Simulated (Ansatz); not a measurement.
**SiC (F-43m):V_C, thermodynamic levels from a 64-atom cell**

Aim: at which Fermi levels does V_C in SiC (F-43m) change its charge? The model is a cell of 64 host atoms with 1 C taken out.

Program: Ansatz 0.2.0. Level of theory: place-levels on r2SCAN runs: charge-transition levels and formation energies with image-charge correction and potential alignment at the atomic sites; PAW set soft_1. Results are calculated unless marked as measured.

**Measured values to reproduce.**

“Insight into the structural, elastic and electronic properties of a new orthorhombic 6O-SiC polytype” (2020, pmc:7200658) quotes from earlier work for SiC, cubic 3C zincblende (literature value): band gap (indirect gap) 2.4 eV [literature value; measurement temperature and method not stated].

### Step 1. The structure

The cell holds 63 atoms: 32 Si and 31 C. Its edges and angles: a = 8.713 Å, b = 8.713 Å, c = 8.713 Å, α = 90.0°, β = 90.0°, γ = 90.0°. It derives from SiC (space group F-43m). Nearest the centre at fractional (0.375, 0.375, 0.375): Si11 at 1.89 Å, Si18 at 1.89 Å, Si56 at 1.89 Å, Si33 at 1.89 Å, C30 at 3.08 Å, C22 at 3.08 Å, C14 at 3.08 Å, C13 at 3.08 Å.

The host's dielectric constants go in as inputs: 7.06 for the electrons alone, 10.43 with the ions, computed on the host (DFPT, PBEsol, on the r2SCAN cell), and a cell off the functional's own equilibrium shifts the ionic part.

The cell's shortest repeat is 8.7 Å.

### Step 2. What was run first

A transition level is the Fermi level at which two charge states cost the same, so each charge needs its own total energy, at its own relaxed structure.

Each atom starts 0.05 Å or so off its site in a random direction: a symmetric start keeps its symmetry, and would miss off-centre moves and Jahn–Teller distortions. Forces are taken at one point at (¼, ¼, ¼). The cell holds 2 electrons more than the neutral one, with a uniform background that keeps it neutral on the whole.

The sampling was tested on the host first: at the k-points planned (1x1x1 shifted 0.25 0.25 0.25) its energy lies 0.000 eV an atom from the dense-mesh value, under the bound of 0.02 eV set for this test; that bounds the host's error, not the defect's.

One of the inputs; charge, spin and start change from state to state.

Contents of qm2.relax/input.yaml:

```yaml
crystal:
  lattice:
    - [8.71318497, 0.0, 0.0]
    - [0.0, 0.0, -8.71318497]
    - [0.0, 8.71318497, 0.0]
  atoms:
    - { symbol: Si, position: [0.0, 0.0, 0.0] }
    - { symbol: Si, position: [0.0, 0.25, 0.25] }
[... 2 atom lines left out ...]
    - { symbol: C, position: [0.125, 0.125, 0.375] }
    - { symbol: C, position: [0.125, 0.375, 0.125] }
    - { symbol: C, position: [0.375, 0.125, 0.125] }
[... 3 atom lines left out ...]
    - { symbol: Si, position: [0.25, 0.25, 0.5] }
[... 1 atom line left out ...]
    - { symbol: C, position: [0.125, 0.375, 0.625] }
    - { symbol: C, position: [0.375, 0.125, 0.625] }
[... 3 atom lines left out ...]
    - { symbol: Si, position: [0.25, 0.5, 0.25] }
[... 1 atom line left out ...]
    - { symbol: C, position: [0.125, 0.625, 0.375] }
[... 1 atom line left out ...]
    - { symbol: C, position: [0.375, 0.625, 0.125] }
[... 3 atom lines left out ...]
    - { symbol: Si, position: [0.25, 0.5, 0.75] }
    - { symbol: Si, position: [0.25, 0.75, 0.5] }
[... 2 atom lines left out ...]
    - { symbol: C, position: [0.375, 0.625, 0.625] }
[... 2 atom lines left out ...]
    - { symbol: Si, position: [0.5, 0.25, 0.25] }
[... 2 atom lines left out ...]
    - { symbol: C, position: [0.625, 0.125, 0.375] }
    - { symbol: C, position: [0.625, 0.375, 0.125] }
[... 5 atom lines left out ...]
    - { symbol: Si, position: [0.75, 0.25, 0.5] }
[... 1 atom line left out ...]
    - { symbol: C, position: [0.625, 0.375, 0.625] }
[... 2 atom lines left out ...]
    - { symbol: Si, position: [0.5, 0.5, 0.0] }
[... 3 atom lines left out ...]
    - { symbol: C, position: [0.625, 0.625, 0.375] }
[... 3 atom lines left out ...]
    - { symbol: Si, position: [0.5, 0.5, 0.5] }
[... 6 atom lines left out ...]
    - { symbol: C, position: [0.875, 0.875, 0.875] }
  host:
    repeats: [2, 2, 2]
    atoms:
      - { symbol: Si, position: [0.0, 0.0, 0.0] }
      - { symbol: Si, position: [0.0, 0.5, 0.5] }
      # ... 6 more atoms of the perfect host
total_charge: -2
basis:
  ecutwfc: 500
  xc_grid: 2
hamiltonian:
  xc: r2scan
  pseudopotentials: { kind: paw, azcp: { folder: soft_1 } }
kpoints:
  mp_grid: { grid: [1, 1, 1], shift: [0.25, 0.25, 0.25] }
scf:
  occupations: { method: fixed }
  max_iter: 80
output:
  forces: true
  charged_corrections:
    epsilon: 7.06
    static_epsilon: 10.43
    defect_position: [0.375, 0.375, 0.375]
relax:
  f_tol: 0.02
  max_steps: 80
  random_displacement: { amplitude: 0.05, seed: 3978 }
checkpoint:
  write: "../qm2.relax.run"
  compress: false
  write_wavefunctions: true
  write_every: 100000
```

On the command line:

```sh
$ ansatz run input.yaml --threads 4 --pin off --max-ram 7536MiB --backend cpu --events-out ev --progress --plain --runs-dir out
```

Defect states can disperse in a cell of this size, so the energy is taken again at a 2×2×2 shifted mesh, on the relaxed structure.

The run of this state that the levels use, under r2SCAN:

Contents of qm2.point/input.yaml:

```yaml
crystal:
  checkpoint: "../qm2.relax.run"
  host: checkpoint
total_charge: -2
basis:
  ecutwfc: 500
  xc_grid: 2
hamiltonian:
  xc: r2scan
  pseudopotentials: { kind: paw, azcp: { folder: soft_1 } }
kpoints:
  mp_grid: { grid: [2, 2, 2], shift: [0.5, 0.5, 0.5] }
scf:
  occupations: { method: fermi_dirac, width: 0.01 }
  max_iter: 80
output:
  forces: true
  eigenvalues: true
  charged_corrections:
    epsilon: 7.06
    static_epsilon: 10.43
    defect_position: [0.375, 0.375, 0.375]
  eigenstates: { localisation: true }
  populations: true
  band_densities: [{ bands: [v1, v1] }, { bands: [c1, c1] }]
  write_density: true
  write_potential: true
  volumetric_format: npy
checkpoint:
  read: "../qm2.relax.run"
  write: "../qm2.point.run"
  compress: false
  write_wavefunctions: false
  write_every: 100000
```

Relaxations under r2SCAN at one point at (¼, ¼, ¼); times on 4 threads of Arm Neoverse V1, shared host:

| charge | moment (μB) | occupations | outcome | steps | largest displacement against the far atoms (Å) | time |
| --- | --- | --- | --- | --- | --- | --- |
| −2 | 0 | fixed | converged | 13 | 0.64 | 1.8 min |
| −1 | 1 | fixed | converged | 18 | 0.27 | 6.6 min |
| 0 | 0 | fixed | converged | 8 | 0.22 | 72 s |
| +1 | 1 | fixed | converged | 8 | 0.11 | 3.2 min |
| +2 | 0 | fixed | converged | 7 | 0.14 | 62 s |

Single points under r2SCAN at a 2×2×2 shifted mesh; times on 4 threads of Arm Neoverse V1, shared host:

| charge | moment (μB) | occupations | outcome | time |
| --- | --- | --- | --- | --- |
| −2 | 0 | fermi-dirac | converged | 60 s |
| −1 | 1 | fermi-dirac | converged | 3.2 min |
| 0 | 0 | fermi-dirac | converged | 53 s |
| +1 | 1 | fermi-dirac | converged | 2.4 min |
| +2 | 0 | fermi-dirac | converged | 49 s |

Distances (Å) from the ideal centre to the nearest atoms after relaxation with r2SCAN:

| charge | moment (μB) | 1. | 2. | 3. | 4. | 5. | 6. |
| --- | --- | --- | --- | --- | --- | --- | --- |
| −2 | 0 | Si 1.26 | Si 1.84 | Si 1.85 | Si 1.86 | C 3.00 | C 3.01 |
| −1 | 1 | Si 1.71 | Si 1.74 | Si 1.86 | Si 1.86 | C 2.96 | C 2.96 |
| 0 | 0 | Si 1.80 | Si 1.87 | Si 1.87 | Si 1.87 | C 2.97 | C 2.97 |
| +1 | 1 | Si 1.93 | Si 1.93 | Si 1.93 | Si 2.00 | C 3.05 | C 3.05 |
| +2 | 0 | Si 2.00 | Si 2.00 | Si 2.01 | Si 2.02 | C 3.06 | C 3.06 |

### Step 3. Placing the levels, r2SCAN

A charged cell interacts with its images and the background, and its potential has another zero than the host's. place-levels removes the first by a point-charge model, screened by the static dielectric constant since the ions have relaxed around the charge, and the second by comparing potentials at atoms far from the defect.

The host is a run of the defect-free crystal in the same cutoffs, grids and k-points, so that basis and sampling errors cancel in part in the differences. The host is run in a cell of 8 atoms on a matching mesh. Its band edges are searched through the zone by a band path, so the gap is smaller than, or equal to, that on the mesh. Chemical potentials are energies per atom of C (diamond), run with the same functional and cutoff. Carbon is taken as diamond, which semilocal functionals can put about 0.1 eV an atom over graphite.

Contents of levels.point.yaml:

```yaml
host:
  run: host.point.run
states: [qm2.point.run, qm1_M1.point.run, q0.point.run, qp1_M1.point.run, qp2.point.run]
geometry_from:
  qm2.point.run: qm2.relax.run
  qm1_M1.point.run: qm1_M1.relax.run
  q0.point.run: q0.relax.run
  qp1_M1.point.run: qp1_M1.relax.run
  qp2.point.run: qp2.relax.run
  host.point.run: host.relax.run
chemical_potentials:
  C:
    energy: -251.553391
    dataset: "<sha256 of the dataset>"
epsilon: 7.06
static_epsilon: 10.43
vertical:
  - { from: qm2.point.run, to: qm2.point_neutral.run }
  - { from: qm1_M1.point.run, to: qm1_M1.point_neutral.run }
  - { from: qp1_M1.point.run, to: qp1_M1.point_neutral.run }
  - { from: qp2.point.run, to: qp2.point_neutral.run }
```

On the command line:

```sh
$ ansatz place-levels levels.point.yaml -- --threads 4 --pin off --max-ram 7536MiB
```

Numbers of over 12 decimals in the logs are rounded to 6 here.

Log:

```text
[... repeated set-up lines and file paths are left out, and long positions are rounded to six places ...]
(+2/+1) 1.384 eV above the valence edge, 0.309 eV under the conduction edge
(+1/0) 1.512 eV above the valence edge, 0.181 eV under the conduction edge
(0/-1) 2.036 eV above the valence edge (+2.334 eV without the band-filling correction), in the conduction band
(-1/-2) 2.281 eV above the valence edge (+2.450 eV without the band-filling correction), in the conduction band
formation energy of charge +2: +2.201 eV with the Fermi level at the valence edge
formation energy of charge +1: +3.585 eV with the Fermi level at the valence edge
formation energy of charge 0: +5.098 eV with the Fermi level at the valence edge
formation energy of charge -1: +7.134 eV with the Fermi level at the valence edge
formation energy of charge -2: +9.415 eV with the Fermi level at the valence edge
vertical -2 to 0: no energy, since no alignment is typed
  the change from vertical[0].from (qm2.point.run) to vertical[0].to (qm2.point_neutral.run): by its potential at epsilon 7.06 it stands at 0.340 0.427 0.338, with an rms radius of about 3.0 Å (1.7 1.7 1.7 Å across the planes of the cell's vectors); [...]
vertical -1 to 0: no energy, since no alignment is typed
  the change from vertical[1].from (qm1_M1.point.run) to vertical[1].to (qm1_M1.point_neutral.run): by its potential at epsilon 7.06 it stands at 0.377 0.402 0.369, with an rms radius of about 2.8 Å (1.7 1.4 1.8 Å across the planes of the cell's vectors); [...]
vertical +1 to 0: no energy, since no alignment is typed
  the change from vertical[2].from (qp1_M1.point.run) to vertical[2].to (qp1_M1.point_neutral.run): by its spins about the atoms it stands at 0.442 0.441 0.442, with an rms radius of about 3.3 Å (1.9 1.9 1.9 Å across the planes of the cell's vectors); [...]
vertical +2 to 0: no energy, since no alignment is typed
  the change from vertical[3].from (qp2.point.run) to vertical[3].to (qp2.point_neutral.run): by its potential at epsilon 7.06 it stands at 0.375 0.376 0.375, with an rms radius of about 3.5 Å (2.0 2.0 2.0 Å across the planes of the cell's vectors); [...]
  edges by r2scan, gap 1.693 eV; the host is sampled to repeats of 24.64 Å
  the defect's cells are sampled to repeats of 24.64 Å, like sampling
  charge +2: -28287.5727 eV with its correction of +0.421 eV, at epsilon 10.43, aligned at sites: -0.2390 eV, mean over 35 atomic sites at or beyond 4.36 Å from the host's site at [0.3749, 0.3749, 0.3749] by the defect at [0.3750, 0.3750, 0.3750], with [...]
  charge +1: -28276.7935 eV with its correction of +0.037 eV, at epsilon 10.43, aligned at sites: -0.1882 eV, mean over 35 atomic sites at or beyond 4.36 Å from the host's site at [0.3749, 0.3749, 0.3749] by the defect at [0.3750, 0.3750, 0.3750], with [...]
  charge 0: +0.000 eV for its dipole among its images, +0.000 omitted
  charge -1: -28254.1574 eV with its correction of +0.325 eV, at epsilon 10.43, aligned at sites: -0.1001 eV, mean over 35 atomic sites at or beyond 4.36 Å from the host's site at [0.3749, 0.3749, 0.3749] by the defect at [0.3750, 0.3750, 0.3750], with [...]
  charge -2: -28242.3126 eV with its correction of +1.026 eV, at epsilon 10.43, aligned at sites: -0.0636 eV, mean over 35 atomic sites at or beyond 4.36 Å from the host's site at [0.3749, 0.3749, 0.3749] by the defect at [0.3750, 0.3750, 0.3750], with [...]
  of states[4] (qp2.point.run): it parts from the run at its places by a charge that spreads by about 2 Å along one vector (1.5 Å or more is wide), by its potential at epsilon 7.06, taken for that of held ions (one typed too small widens it), where the cell [...]
  of states[3] (qp1_M1.point.run): it parts from the run at its places by a charge that spreads by about 1.9 Å along one vector (1.5 Å or more is wide), by the spins about the atoms, where the cell does not tell a trapped carrier from a band state. [...]
  of states[1] (qm1_M1.point.run): it parts from the run at its places by a charge that spreads by about 1.8 Å along one vector (1.5 Å or more is wide), by its potential at epsilon 7.06, taken for that of held ions (one typed too small widens it), where the [...]
  of states[0] (qm2.point.run): it parts from the run at its places by a charge that spreads by about 1.7 Å along one vector (1.5 Å or more is wide), by its potential at epsilon 7.06, taken for that of held ions (one typed too small widens it), where the cell [...]
  of vertical[0].from (qm2.point.run): it parts from the run at its places by a charge that spreads by about 1.7 Å along one vector (1.5 Å or more is wide), by its potential at epsilon 7.06, taken for that of held ions (one typed too small widens it), where [...]
  vertical[0].to (qm2.point_neutral.run): levels filled in part (TS 0.004 eV): its energy is of no whole electron's
  of vertical[1].from (qm1_M1.point.run): stability_check_not_made; [...]
  of vertical[2].from (qp1_M1.point.run): stability_check_not_made; [...]
  of vertical[3].from (qp2.point.run): it parts from the run at its places by a charge that spreads by about 2 Å along one vector (1.5 Å or more is wide), by its potential at epsilon 7.06, taken for that of held ions (one typed too small widens it), where the [...]
```

Run time: 0.63 s. Hardware: 4 threads of Arm Neoverse V1, shared host.

(Part 1 of 2 ends here.)

[Logs are printed without paths, hosts, clocks, repeated set-up lines and the standing remarks that a program may print on its own settings, such as how far it seeks lower states.]

[Hosts, paths, dates, database ids (printed as entryN), source tags and the programs' standing remarks are cut or masked in the printed files.]

[Where a table of states has a column of steps, it counts the stored structures, which are thinned; the runs took as many ionic steps or more.]

[A defect's name tells the site on which it was built; relaxed atoms can leave that site.]

[For some hosts the program warned that the k-mesh of the response run may be too coarse for force constants and the static dielectric constant; such warnings are not shown here.]
